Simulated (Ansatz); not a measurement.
FeO (Wuestite):

```xyz
2
Lattice="0.0000 2.1554 2.1554 2.1554 0.0000 2.1554 2.1554 2.1554 0.0000" Properties=species:S:1:pos:R:3 pbc="T T T"
Fe    0.0000    0.0000    0.0000
O     2.1554    2.1554    2.1554
```

Base run:

```yaml
Program: Ansatz 0.2.0
Functional: PBE
Potentials_or_basis: Ansatz PAW
Cutoff: "420 eV (not typed: the program's choice for these potentials)"
k_mesh: 11 × 11 × 11
Occupations: fermi-dirac, width 0.05 eV
Spin: collinear spin, ferromagnetic start
Starting_moments: "[3.0, 0.0] μB"
```

Its results: band gap on the k mesh none (metal or under the smearing width); pressure -0.2 GPa.

Task: The run is repeated on the same cell with these changes: spin from collinear spin, ferromagnetic start to no spin polarisation. What comes out?

Result: Band gap on the k mesh none (metal or under the smearing width); pressure -25.7 GPa.

Caveats: semilocal functionals often make such compounds metallic where correlation or magnetic order opens a gap, which also shifts bond lengths; a cell with one magnetic atom can't hold antiferromagnetic order, which such compounds often take (some runs).
